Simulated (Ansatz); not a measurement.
# SbPt (P6_3/mmc) in Ansatz: reference runs

Reference runs on SbPt: the cell as given and a disturbed copy.

Program: Ansatz 0.2.0. These are calculated values, not measurements. Logs are shortened: lines on timing, memory, paths and dates and some standing lists are left out, and cuts for length are marked.

## (1) The structure

It takes space group P6_3/mmc (No. 194, hexagonal). Conventional cell: a = 4.120 Å, b = 4.120 Å, c = 5.470 Å, α = 90.00°, β = 90.00°, γ = 120.00°. Pt (site symmetry -3m) is surrounded by 2 Pt at 2.73 Å and 6 Sb at 2.74 Å. Around Sb (site symmetry -6m2) lie 6 Pt at 2.74 Å.

## (2) Single point, PBEsol

Input file input.yaml:

```yaml
crystal:
  lattice:
    - [4.12, 0.0, 0.0]
    - [-2.06, 3.5680246636, 0.0]
    - [0.0, 0.0, 5.47]
  atoms:
    - { symbol: Pt, position: [0.0, 0.0, 0.5] }
    - { symbol: Pt, position: [0.0, 0.0, 0.0] }
    - { symbol: Sb, position: [0.6666666667, 0.3333333333, 0.75] }
    - { symbol: Sb, position: [0.3333333333, 0.6666666667, 0.25] }
hamiltonian:
  xc: pbesol
  pseudopotentials: { kind: paw }
kpoints:
  mp_grid: { grid: [8, 8, 5] }
scf:
  occupations: { method: fermi_dirac, width: 0.05 }
output:
  forces: true
  stress: true
  eigenvalues: true
```

Potentials or basis: Ansatz PAW.

Run with:

```console
$ ansatz run input.yaml --threads 2 --pin off --max-ram 5632MiB --backend cpu --events-out ev --progress --plain --runs-dir out
```

What it wrote:

```text
Warning: RAYON_NUM_THREADS=2 ignored (pool sized by the plan → 2); use --threads N
Engine: ansatz 0.2.0, aarch64-unknown-linux-gnu
Pseudopotentials: kind: paw
Pseudopotential: Pt, paw, valence charge 18, recommended cutoff 420 eV (normal), Pt.paw.azcp
Pseudopotential: Sb, paw, valence charge 15, recommended cutoff 420 eV (normal), Sb.paw.azcp
Functional definition: PBEsol
  exchange = pbesol_x
  correlation = pbesol_c
Crystal: 4 atoms, lattice volume = 80.410 Å³
Basis set: ecut = 420 eV, 1567 PW (Γ), exchange–correlation on 60×60×80 points (8 copies of the dense FFT grid, shifted against one another)
Bands: 40, of which v1, the nominal top of the filled ones, is band 33 counted from 1 (32 counted from 0)
Symmetry: 24 space group operations
Space group: P63/mmc (ITA 194), of the structure as read, at distance tolerance 4.3e-5 Å
k-points: 30 of 320
Non-local potential: Pt, projectors of the file, l = 0: 3, l = 1: 2, l = 2: 2, l = 3: 1
Non-local potential: Sb, projectors of the file, l = 0: 2, l = 1: 2, l = 2: 2, l = 3: 2
PAW form: soft (Blöchl's): semilocal exchange-correlation on the pseudo side does not see the compensation charge
PAW frozen core: Pt, regenerated for the run's functional, and the local potential with it (the file was generated under x = pbe(κ = 0.804, μ = 0.2195149727645171), c = pbe(β = 0.06672455060314922))
PAW frozen core: Sb, regenerated for the run's functional, and the local potential with it (the file was generated under x = pbe(κ = 0.804, μ = 0.2195149727645171), c = pbe(β = 0.06672455060314922))
PAW one-centre angular grid: Pt, 590 points (default); XC on 64 Gauss nodes
PAW one-centre angular grid: Sb, 590 points (default); XC on 64 Gauss nodes
Initial density: superposition of atomic densities (neutral atoms: chi_scale 0, normalization atom), corrected by the library's trained network
Initial wavefunctions: pseudopotential atomic-orbital guess
Functional: x = pbesol(κ = 0.804, μ = 0.12345679012345678), c = pbesol(β = 0.046)
SCF iter   1: F=—  HF=-37585.422322 eV  |F-HF|=—  |Δ(HF+E_count)|=         —  Δρ=5.03e-3  dr2=1.38e-2  ethr=1.77e-3  ⟨swp⟩=6.5  Hψ=4767  notcnv=0  defer=2
preconditioner: auto → LDOS  [metal: Δε(μ)=0.035 eV  Ē_g=18.615 eV  σ=0.050 eV  W_gap=0.17  n_scr=22 (ndim 8)  ℏωp=29.3 eV  f_vac=0.013  D(μ)=3.03/eV (n_scr^D=22)  β→1.0]
SCF iter   2: F=—  HF=-37585.420779 eV  |F-HF|=—  |Δ(HF+E_count)|=   1.54e-3  Δρ=2.04e-3  dr2=2.71e-3  ethr=2.10e-5  ⟨swp⟩=2.0  Hψ=2424  notcnv=0  defer=47
SCF iter   3: F=—  HF=-37585.419310 eV  |F-HF|=—  |Δ(HF+E_count)|=   1.47e-3  Δρ=4.27e-4  dr2=1.16e-4  ethr=4.11e-6  ⟨swp⟩=2.0  Hψ=2079  notcnv=0  defer=47
SCF iter   4: F=—  HF=-37585.419284 eV  |F-HF|=—  |Δ(HF+E_count)|=   2.66e-5  Δρ=7.19e-5  dr2=5.87e-6  ethr=1.76e-7  ⟨swp⟩=2.0  Hψ=1843  notcnv=0  defer=47
SCF iter   5: F=—  HF=-37585.419291 eV  |F-HF|=—  |Δ(HF+E_count)|=   6.99e-6  Δρ=1.39e-5  dr2=1.10e-7  ethr=8.89e-9  ⟨swp⟩=2.0  Hψ=1483  notcnv=0  defer=47
SCF iter   6: F=-37585.419291 eV  HF=-37585.419291 eV  |F-HF|=2.98e-9  |Δ(HF+E_count)|=   2.92e-8  Δρ=2.48e-6  dr2=4.50e-9  ethr=1.52e-10  ⟨swp⟩=7.7  Hψ=4768  notcnv=0
SCF 1 converged in 6 iterations: F = -37585.419291 eV  dr2 = 4.50e-9
SCF converged after 6 iterations
Free energy (F): -37585.419291 eV
Harris-Foulkes:  -37585.419291 eV  (|F-HF|=2.98e-9)
Internal energy: -37585.396002 eV  (E = F + TS)
E sigma→0 (E₀):  -37585.407647 eV
Entropy (-TS):   -0.023288 eV (-5.822 meV/atom)
Fermi energy:    16.793582 eV
--- Per-component energies (eV) ---
  E_band       = -658.013284
  E_kinetic    = 1699.912945
  E_local      = -6651.975676  (includes V_loc(G=0)·N_el)
  E_nonlocal   = 1137.827849
  E_hartree    = 2768.899152
  E_xc         = -799.231240
  E_vxc        = -802.933540  (∫ρ·V_xc dr)
  E_paw        = -27636.894024  (= ΣΔE_a)
  E_vpaw       = -1578.645843  (= ΣTr[D̂ρ^β])
  E_aug_tail   = 0.000380  (compensation charges beyond the density's cutoff)
  E_ewald      = -8105.173064
  E_core_change = 1.237676  (= ΣΔE_core)
  E_smearing   = -0.023288  (= −TS)
  E_closure    = -0.000000  (closes the sum)
  Σ components = -37585.419291   (vs F -37585.419291, Δ=0.00e0)
--- Forces (eV/Å), atoms counted from 1 ---
  atom   1  Pt     0.00000000    -0.00000000     0.00000000
  atom   2  Pt    -0.00000000     0.00000000    -0.00000000
  atom   3  Sb     0.00000000    -0.00000000     0.00000000
  atom   4  Sb    -0.00000000     0.00000000     0.00000000
  max |Σ_I F_I| component: 4.63e-18 eV/Å
--- Stress (GPa, compression-positive) ---
        3.849048       0.000000       0.000000
        0.000000       3.849048       0.000000
        0.000000       0.000000       3.181754
  P = ⅓ Tr σ = 3.6266 GPa (36.266 kbar)
--- Band table (eV; the first three rows and the last of 30) ---
  k-point 0: bands = ["-82.0797", "-82.0657", "-36.5066", "-36.2830", "-36.2830", "-36.2541", "-36.2541", "-36.2091", "-12.6732", "-12.6732", "-12.6620", "-12.6620", "-12.6552", "-12.6552", "-12.6460", "-12.6409", "-12.6340", "-12.6340", "3.7452", "7.7314", "9.6680", "10.6968", "10.6968", "10.7904", "12.2523", "12.2523", "13.1297", "13.1297", "14.5863", "14.5863", "16.7028", "16.7028", "17.5445", "19.1371", "19.1582", "20.4568", "20.4568", "20.6136", "22.1227", "22.1227"]
  k-point 1: bands = ["-82.0783", "-82.0671", "-36.4786", "-36.2803", "-36.2803", "-36.2569", "-36.2569", "-36.2380", "-12.6710", "-12.6710", "-12.6623", "-12.6623", "-12.6543", "-12.6543", "-12.6454", "-12.6413", "-12.6368", "-12.6368", "3.9585", "6.8131", "10.7170", "10.8697", "10.8697", "11.0862", "12.3936", "12.3936", "12.8135", "12.8135", "14.1095", "14.1095", "16.5574", "17.3970", "17.3970", "17.9009", "19.9494", "20.2737", "20.2737", "21.4714", "22.2877", "22.2877"]
  k-point 2: bands = ["-82.0749", "-82.0706", "-36.4050", "-36.3131", "-36.2730", "-36.2730", "-36.2641", "-36.2641", "-12.6664", "-12.6664", "-12.6634", "-12.6634", "-12.6508", "-12.6508", "-12.6440", "-12.6438", "-12.6438", "-12.6424", "4.5816", "5.5671", "11.3639", "11.3639", "11.8110", "11.9868", "12.0891", "12.0891", "12.7960", "12.7960", "13.3974", "13.3974", "15.4753", "16.1872", "18.6078", "18.6078", "19.6598", "19.6598", "21.2679", "22.3120", "22.7207", "22.7207"]
  k-point 29: bands = ["-82.0748", "-82.0705", "-36.4046", "-36.3129", "-36.2751", "-36.2744", "-36.2660", "-36.2654", "-12.6643", "-12.6612", "-12.6612", "-12.6575", "-12.6547", "-12.6538", "-12.6505", "-12.6463", "-12.6318", "-12.6315", "6.4805", "6.4864", "10.0078", "10.6223", "10.9358", "11.4740", "12.1195", "12.2163", "12.7500", "13.2846", "13.3317", "13.5028", "14.2969", "14.5031", "15.0517", "15.5840", "20.0742", "20.5754", "21.8684", "22.3458", "23.3863", "24.2660"]
```

It took 2.6 s on 2 threads of Arm Neoverse V1, shared host; peak memory 0.39 GiB.

Results:

```yaml
Free_energy: -37585.4193 eV
Pressure: 3.6 GPa
Band_gap_on_the_k_mesh: none (metal or under the smearing width)
```

Caveat: the PAW data sets come from PBE, with cores solved anew for the run's functional, which leaves a small shift of forces and pressure. The run has no spin-orbit coupling, so splittings on Pt, Sb are missing.

## (3) Single point, PBEsol (atoms moved at random, drawn with an rms of 0.05 Å)

Input file input.yaml:

```yaml
crystal:
  lattice:
    - [4.12, 0.0, 0.0]
    - [-2.06, 3.5680246636, 0.0]
    - [0.0, 0.0, 5.47]
  atoms:
    - { symbol: Pt, position: [0.001748, 0.004098, 0.498563] }
    - { symbol: Pt, position: [-0.009324, -0.001495, -0.00409] }
    - { symbol: Sb, position: [0.654671, 0.321606, 0.747678] }
    - { symbol: Sb, position: [0.331537, 0.670705, 0.244216] }
hamiltonian:
  xc: pbesol
  pseudopotentials: { kind: paw }
kpoints:
  mp_grid: { grid: [8, 8, 5] }
scf:
  occupations: { method: fermi_dirac, width: 0.05 }
output:
  forces: true
  stress: true
  eigenvalues: true
```

Potentials or basis: Ansatz PAW.

Run with:

```console
$ ansatz run input.yaml --threads 2 --pin off --max-ram 5632MiB --backend cpu --events-out ev --progress --plain --runs-dir out
```

What it wrote:

```text
Warning: RAYON_NUM_THREADS=2 ignored (pool sized by the plan → 2); use --threads N
[... 7 set-up lines as earlier in the session ...]
Crystal: 4 atoms, lattice volume = 80.410 Å³
Basis set: ecut = 420 eV, 1567 PW (Γ), exchange–correlation on 60×60×80 points (8 copies of the dense FFT grid, shifted against one another)
Bands: 40, of which v1, the nominal top of the filled ones, is band 33 counted from 1 (32 counted from 0)
Symmetry: 1 space group operations
Space group: P1 (ITA 1), of the structure as read, at distance tolerance 4.3e-5 Å
k-points: 162 of 320 (time reversal used)
[... 10 set-up lines as earlier in the session ...]
SCF iter   1: F=—  HF=-37585.409211 eV  |F-HF|=—  |Δ(HF+E_count)|=         —  Δρ=5.02e-3  dr2=1.38e-2  ethr=1.77e-3  ⟨swp⟩=6.5  Hψ=25817  notcnv=0
preconditioner: auto → LDOS  [metal: Δε(μ)=0.012 eV  Ē_g=18.617 eV  σ=0.050 eV  W_gap=0.06  n_scr=22 (ndim 8)  ℏωp=29.3 eV  f_vac=0.013  D(μ)=3.03/eV (n_scr^D=22)  β→1.0]
SCF iter   2: F=—  HF=-37585.407700 eV  |F-HF|=—  |Δ(HF+E_count)|=   1.51e-3  Δρ=2.05e-3  dr2=2.77e-3  ethr=2.09e-5  ⟨swp⟩=2.0  Hψ=13144  notcnv=0  defer=230
SCF iter   3: F=—  HF=-37585.406206 eV  |F-HF|=—  |Δ(HF+E_count)|=   1.49e-3  Δρ=4.22e-4  dr2=1.15e-4  ethr=4.20e-6  ⟨swp⟩=2.0  Hψ=11283  notcnv=0  defer=230
SCF iter   4: F=—  HF=-37585.406181 eV  |F-HF|=—  |Δ(HF+E_count)|=   2.44e-5  Δρ=7.26e-5  dr2=5.92e-6  ethr=1.74e-7  ⟨swp⟩=2.1  Hψ=10030  notcnv=0  defer=230
SCF iter   5: F=—  HF=-37585.406189 eV  |F-HF|=—  |Δ(HF+E_count)|=   7.16e-6  Δρ=2.20e-5  dr2=6.23e-7  ethr=8.97e-9  ⟨swp⟩=2.0  Hψ=8383  notcnv=0  defer=230
SCF iter   6: F=-37585.406188 eV  HF=-37585.406188 eV  |F-HF|=4.03e-8  |Δ(HF+E_count)|=   1.70e-7  Δρ=6.18e-6  dr2=5.10e-8  ethr=1.52e-10  ⟨swp⟩=9.0  Hψ=31072  notcnv=0
SCF 1 converged in 6 iterations: F = -37585.406188 eV  dr2 = 5.10e-8
SCF converged after 6 iterations
Free energy (F): -37585.406188 eV
Harris-Foulkes:  -37585.406188 eV  (|F-HF|=4.03e-8)
Internal energy: -37585.382986 eV  (E = F + TS)
E sigma→0 (E₀):  -37585.394587 eV
Entropy (-TS):   -0.023202 eV (-5.801 meV/atom)
Fermi energy:    16.793793 eV
--- Per-component energies (eV) ---
  E_band       = -658.080082
  E_kinetic    = 1699.983390
  E_local      = -6653.864754  (includes V_loc(G=0)·N_el)
  E_nonlocal   = 1137.845779
  E_hartree    = 2769.788062
  E_xc         = -799.250547
  E_vxc        = -802.958423  (∫ρ·V_xc dr)
  E_paw        = -27636.907003  (= ΣΔE_a)
  E_vpaw       = -1578.664945  (= ΣTr[D̂ρ^β])
  E_aug_tail   = 0.000378  (compensation charges beyond the density's cutoff)
  E_ewald      = -8104.215968
  E_core_change = 1.237676  (= ΣΔE_core)
  E_smearing   = -0.023202  (= −TS)
  E_closure    = 0.000000  (closes the sum)
  Σ components = -37585.406188   (vs F -37585.406188, Δ=0.00e0)
--- Forces (eV/Å), atoms counted from 1 ---
  atom   1  Pt    -0.07049461    -0.14270834    -0.23149643
  atom   2  Pt     0.04207456    -0.09426749     0.16632907
  atom   3  Sb     0.06623015     0.36838089    -0.04975762
  atom   4  Sb    -0.03779257    -0.13144035     0.11493362
  max |Σ_I F_I| component: 3.53e-5 eV/Å
--- Stress (GPa, compression-positive) ---
        4.816672       0.186445       0.030182
        0.186445       3.102138      -0.042058
        0.030182      -0.042058       3.314111
  P = ⅓ Tr σ = 3.7443 GPa (37.443 kbar)
--- Band table (eV; the first three rows and the last of 162) ---
  k-point 0: bands = ["-82.0951", "-82.0509", "-36.5087", "-36.3106", "-36.2819", "-36.2567", "-36.2301", "-36.2057", "-12.6775", "-12.6716", "-12.6656", "-12.6643", "-12.6557", "-12.6548", "-12.6469", "-12.6397", "-12.6344", "-12.6343", "3.7419", "7.7293", "9.6647", "10.6493", "10.7428", "10.7913", "12.2337", "12.2689", "13.1268", "13.1320", "14.5576", "14.6013", "16.5973", "16.8123", "17.5471", "19.0973", "19.1939", "20.3679", "20.5371", "20.6226", "22.0126", "22.2480"]
  k-point 1: bands = ["-82.0948", "-82.0513", "-36.4812", "-36.3092", "-36.2807", "-36.2583", "-36.2408", "-36.2244", "-12.6749", "-12.6701", "-12.6654", "-12.6644", "-12.6551", "-12.6540", "-12.6468", "-12.6401", "-12.6372", "-12.6367", "3.9551", "6.8113", "10.7070", "10.8217", "10.9173", "11.0892", "12.3778", "12.4069", "12.8073", "12.8195", "14.0784", "14.1336", "16.5576", "17.3201", "17.4759", "17.9036", "19.9356", "20.2185", "20.3380", "21.4708", "22.1905", "22.3957"]
  k-point 2: bands = ["-82.0941", "-82.0519", "-36.4104", "-36.3114", "-36.3062", "-36.2773", "-36.2601", "-36.2306", "-12.6693", "-12.6679", "-12.6655", "-12.6646", "-12.6526", "-12.6507", "-12.6474", "-12.6437", "-12.6433", "-12.6394", "4.5771", "5.5666", "11.3176", "11.3953", "11.8033", "11.9843", "12.0649", "12.1174", "12.7906", "12.8025", "13.3880", "13.4116", "15.4785", "16.1904", "18.5692", "18.6436", "19.6378", "19.6769", "21.2672", "22.3069", "22.6546", "22.7760"]
  k-point 161: bands = ["-82.0941", "-82.0519", "-36.4101", "-36.3116", "-36.3078", "-36.2785", "-36.2619", "-36.2318", "-12.6677", "-12.6661", "-12.6655", "-12.6609", "-12.6585", "-12.6553", "-12.6448", "-12.6409", "-12.6344", "-12.6300", "6.3092", "6.3775", "9.6011", "10.2839", "11.4294", "11.8280", "12.1339", "12.5453", "13.1381", "13.3839", "13.4808", "13.5762", "13.6308", "13.8612", "16.4571", "17.8377", "18.0379", "19.0203", "20.1281", "21.2064", "24.4427", "24.7143"]
```

Run time: 22 s. Hardware: 2 threads of Arm Neoverse V1, shared host; peak memory 0.6 GiB.

What came out:

```yaml
Free_energy: -37585.4062 eV
Pressure: 3.7 GPa
Largest_force: 0.378 eV/Å
Band_gap_on_the_k_mesh: none (metal or under the smearing width)
```

Forces on the atoms (eV/Å):
```
Pt  -0.070 -0.143 -0.231
Pt   0.042 -0.094  0.166
Sb   0.066  0.368 -0.050
Sb  -0.038 -0.131  0.115
```

Caveat: the PAW data sets come from PBE, with cores solved anew for the run's functional, which leaves a small shift of forces and pressure. The run has no spin-orbit coupling, so splittings on Pt, Sb are missing.
